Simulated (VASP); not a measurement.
# SrTiO3 (Tausonite) (Pm-3m) in VASP: a series of runs, part 2 of 3

VASP 6.6.1. Earlier steps stand in the parts before.

**3. Relaxation of the atoms, r2SCAN (a relaxed cell with its volume scaled by 0.98)**

INCAR

```
  PREC = Accurate
  ENCUT = 600
  EDIFF = 1E-7
  ISMEAR = 0
  SIGMA = 0.03
  LREAL = False
  LASPH = True
  NELM = 80
  ALGO = Normal
  ISIF = 2
  LWAVE = False
  LCHARG = False
  METAGGA = R2SCAN
  LMIXTAU = True
  IBRION = 2
  NSW = 40
  EDIFFG = -0.01
```

KPOINTS

```
regular mesh
0
Gamma
  8 8 8
```

POSCAR

```
SrTiO3                                  
1.0
    3.8859391685      0.0000000000      0.0000000000
    0.0000000000      3.8859391685      0.0000000000
    0.0000000000      0.0000000000      3.8859391685
  Sr              Ti              O             
     1     1     3
Direct
     0.5000000000000000    0.5000000000000000    0.5000000000000000
     0.0000000000000000    0.0000000000000000    0.0000000000000000
     0.5000000000000000    0.0000000000000000    0.0000000000000000
     0.0000000000000000    0.5000000000000000    0.0000000000000000
     0.0000000000000000    0.0000000000000000    0.5000000000000000
```

Potentials or basis: VASP PAW PBE potentials, release 64 (Sr_sv, Ti_sv, O).

The run is started by

```
$ cat potpaw_PBE.64/Sr_sv/POTCAR potpaw_PBE.64/Ti_sv/POTCAR potpaw_PBE.64/O/POTCAR > POTCAR
$ mpirun -np 1 vasp_std > vasp.out
```

OUTCAR:

```text
PREC = Accurate
   ENCUT = 600
   EDIFF = 1E-7
   ISMEAR = 0
   LREAL = False
   LASPH = True
   NELM = 80
   ISIF = 2
   METAGGA = R2SCAN
   IBRION = 2
   NSW = 40
   EDIFFG = -0.01

 ion  position               nearest neighbor table
   1  0.500  0.500  0.500-   3 2.75   4 2.75   5 2.75   3 2.75   4 2.75   3 2.75   5 2.75   3 2.75
                             4 2.75   5 2.75   4 2.75   5 2.75   2 3.37   2 3.37   2 3.37   2 3.37
   2  0.000  0.000  0.000-   3 1.94   4 1.94   5 1.94   5 1.94   4 1.94   3 1.94   1 3.37   1 3.37
                             1 3.37   1 3.37   1 3.37   1 3.37   1 3.37   1 3.37
   3  0.500  0.000  0.000-   2 1.94   2 1.94   1 2.75   1 2.75   1 2.75   1 2.75
   4  0.000  0.500  0.000-   2 1.94   2 1.94   1 2.75   1 2.75   1 2.75   1 2.75
   5  0.000  0.000  0.500-   2 1.94   2 1.94   1 2.75   1 2.75   1 2.75   1 2.75

  LATTYP: Found a simple cubic cell.
 ALAT       =     3.8859391685

  Lattice vectors:

 A1 = (   3.8859391685,   0.0000000000,   0.0000000000)
 A2 = (   0.0000000000,   3.8859391685,   0.0000000000)
 A3 = (   0.0000000000,   0.0000000000,   3.8859391685)

Analysis of symmetry for initial positions (statically):
=====================================================================
 Subroutine PRICEL returns:
 Original cell was already a primitive cell.

 Routine SETGRP: Setting up the symmetry group for a
 simple cubic supercell.

 Subroutine GETGRP returns: Found 48 space group operations
 (whereof 48 operations were pure point group operations)
 out of a pool of 48 trial point group operations.

The static configuration has the point symmetry O_h .

Analysis of symmetry for dynamics (positions and initial velocities):
=====================================================================
 Subroutine PRICEL returns:
 Original cell was already a primitive cell.

 Routine SETGRP: Setting up the symmetry group for a
 simple cubic supercell.

 Subroutine GETGRP returns: Found 48 space group operations
[... 133 lines left out ...]
   LORBIT       =      0    0 simple, 1 ext, 2 COOP (PROOUT), +10 PAW based schemes
   METAGGA = R2SCAN    functional components
   LHFCALC =     F    Hartree Fock is set to
   AEXX    =    0.0000 exact exchange contribution
   IVDW    =     0    specifies the selected vdW correction
   LEPSILON=     F    determine dielectric tensor
   LRPA    =     F    only Hartree local field effects (RPA)
 conjugate gradient relaxation of ions
 non-spin polarized calculation
 Gauss-broadening in eV      SIGMA  =   0.03
  energy-cutoff  :      600.00
  volume of cell :       58.68
 maximum number of plane-waves:      1980
 NGX is ok and might be reduce to    32
   NGX = 15   NGY = 15   NGZ = 15

 number of electron      39.9999985 magnetization

 Free energy of the ion-electron system (eV)
  ---------------------------------------------------
  ext. energy  EPLUGINS =         0.00000000
  ---------------------------------------------------
  free energy    TOTEN  =       -63.32156204 eV

  energy without entropy =      -63.32156204  energy(sigma->0) =      -63.32156204

 E-fermi :   4.2615     XC(G=0): -12.0179

 val. band max:        3.9679597096   @ k =   0.5000   0.5000   0.5000
 cond. band min:       6.2781914859   @ k =   0.0000   0.0000   0.0000
 fundamental gap:      2.3102317763
 Fermi energy:         4.2614956494

 k-point     1 :       0.0000    0.0000    0.0000
  band No.  band energies     occupation
      1     -54.6356      2.00000
      2     -29.8551      2.00000
      3     -29.8438      2.00000
      4     -29.8438      2.00000
      5     -29.8438      2.00000
      6     -14.5037      2.00000
[... 637 lines left out ...]
     23       8.6346      0.00000
     24      10.2410      0.00000

 [... further k-points ...]

------------------------ aborting loop because EDIFF is reached ----------------------------------------

  FORCE on cell =-STRESS in cart. coord.  units (eV):
  Direction    XX          YY          ZZ          XY          YZ          ZX
  --------------------------------------------------------------------------------------
  -------------------------------------------------------------------------------------
  Total        1.4630733      1.4630733      1.4630733      0.0000000      0.0000000     -0.0000000
  in kB       39.9474149     39.9474149     39.9474149      0.0000000      0.0000000     -0.0000000
  external PRESSURE =      39.9474149 kB  Pullay stress =       0.0000000 kB

 VOLUME and BASIS-vectors are now :
 -----------------------------------------------------------------------------
  energy-cutoff  :      600.00
  volume of cell :       58.68
      direct lattice vectors                 reciprocal lattice vectors
     3.885939169  0.000000000  0.000000000     0.257338048  0.000000000  0.000000000
     0.000000000  3.885939169  0.000000000     0.000000000  0.257338048  0.000000000
     0.000000000  0.000000000  3.885939169     0.000000000  0.000000000  0.257338048

 POSITION                                       TOTAL-FORCE (eV/Angst)
 -----------------------------------------------------------------------------------
      1.94297      1.94297      1.94297         0.000000      0.000000      0.000000
      0.00000      0.00000      0.00000         0.000000      0.000000      0.000000
      1.94297      0.00000      0.00000         0.000000      0.000000      0.000000
      0.00000      1.94297      0.00000         0.000000      0.000000      0.000000
      0.00000      0.00000      1.94297         0.000000      0.000000      0.000000
 -----------------------------------------------------------------------------------
    total drift:                                0.000000      0.000000     -0.000000

  FREE ENERGIE OF THE ION-ELECTRON SYSTEM (eV)
  ---------------------------------------------------
  free  energy   TOTEN  =       -63.3215620389 eV

  energy  without entropy=      -63.3215620389  energy(sigma->0) =      -63.32156204

 reached required accuracy - stopping structural energy minimisation
```

CONTCAR:

```text
SrTiO3
   1.00000000000000
     3.8859391685000002    0.0000000000000000    0.0000000000000000
     0.0000000000000000    3.8859391685000002    0.0000000000000000
     0.0000000000000000    0.0000000000000000    3.8859391685000002
  Sr              Ti              O
     1     1     3
Direct
     0.5000000000000000    0.5000000000000000    0.5000000000000000
     0.0000000000000000    0.0000000000000000    0.0000000000000000
     0.5000000000000000    0.0000000000000000    0.0000000000000000
     0.0000000000000000    0.5000000000000000    0.0000000000000000
     0.0000000000000000    0.0000000000000000    0.5000000000000000

  0.00000000E+00  0.00000000E+00  0.00000000E+00
  0.00000000E+00  0.00000000E+00  0.00000000E+00
  0.00000000E+00  0.00000000E+00  0.00000000E+00
  0.00000000E+00  0.00000000E+00  0.00000000E+00
  0.00000000E+00  0.00000000E+00  0.00000000E+00
```

Wall time 2.6 min (1 thread of Intel Xeon Platinum 8488C (Sapphire Rapids), shared host); peak memory 0.23 GiB.

What came out:

| Quantity | Value |
| --- | --- |
| Free energy | -63.3216 eV |
| Pressure after relaxing | 4.0 GPa |
| Band gap on the k mesh | 2.31 eV, indirect (least direct gap 2.68 eV) |

Final structure:
```
Sr Ti O
1.0
     3.88594    0.00000    0.00000
     0.00000    3.88594    0.00000
     0.00000    0.00000    3.88594
Sr Ti O
1 1 3
Direct
  0.50000 0.50000 0.50000
  0.00000 0.00000 0.00000
  0.50000 0.00000 0.00000
  0.00000 0.50000 0.00000
  0.00000 0.00000 0.50000
```

Caveat: the relaxation stopped at its first step, so nothing moved; the PAW data sets were made with another functional, which shifts forces and pressure a little. A k mesh can miss the band edges.

**4. Relaxation of the atoms, r2SCAN**

INCAR is that of step 3.

KPOINTS is that of step 3.

POSCAR: that of step 3 with these lines changed.

```diff
@@ -2,5 +2,5 @@
 1.0
-    3.8859391685      0.0000000000      0.0000000000
-    0.0000000000      3.8859391685      0.0000000000
-    0.0000000000      0.0000000000      3.8859391685
+    3.9121963107      0.0000000000      0.0000000000
+    0.0000000000      3.9121963107      0.0000000000
+    0.0000000000      0.0000000000      3.9121963107
   Sr              Ti              O
```

The run is started by

```
$ cat potpaw_PBE.64/Sr_sv/POTCAR potpaw_PBE.64/Ti_sv/POTCAR potpaw_PBE.64/O/POTCAR > POTCAR
$ mpirun -np 1 vasp_std > vasp.out
```

It took 2.7 min on 1 thread of Intel Xeon Platinum 8488C (Sapphire Rapids), shared host; peak memory 0.23 GiB.

It converged, with:

```yaml
Free_energy: -63.3391 eV
Pressure_after_relaxing: 0.0 GPa
Band_gap_on_the_k_mesh: 2.27 eV, indirect (least direct gap 2.65 eV)
```

Final structure:
```
CELL_PARAMETERS angstrom
3.91220 0.00000 0.00000
0.00000 3.91220 0.00000
0.00000 0.00000 3.91220
ATOMIC_POSITIONS crystal
Sr 0.50000 0.50000 0.50000
Ti 0.00000 0.00000 0.00000
O 0.50000 0.00000 0.00000
O 0.00000 0.50000 0.00000
O 0.00000 0.00000 0.50000
```

Levels at points of the mesh, in eV from the valence-band top:
| k point | band 18 | band 19 | band 20 | band 21 | band 22 | band 23 |
| --- | --- | --- | --- | --- | --- | --- |
| (0.00, 0.00, 0.00) | -0.39 | -0.39 | -0.39 | 2.27 | 2.27 | 2.27 |
| (0.50, 0.00, 0.00) | -1.99 | -0.77 | -0.77 | 2.43 | 4.15 | 4.15 |
| (0.50, 0.50, 0.00) | -1.60 | -1.60 | -0.09 | 4.16 | 4.16 | 4.64 |
| (0.50, 0.50, 0.50) | 0.00 | 0.00 | 0.00 | 4.85 | 4.85 | 4.85 |

Caveat: the relaxation stopped at its first step, so nothing moved; the PAW data sets were made with another functional, which shifts forces and pressure a little. r2SCAN opens gaps a little over a GGA but as a rule still falls short of measured ones.

(Part 2 of 3 ends here.)
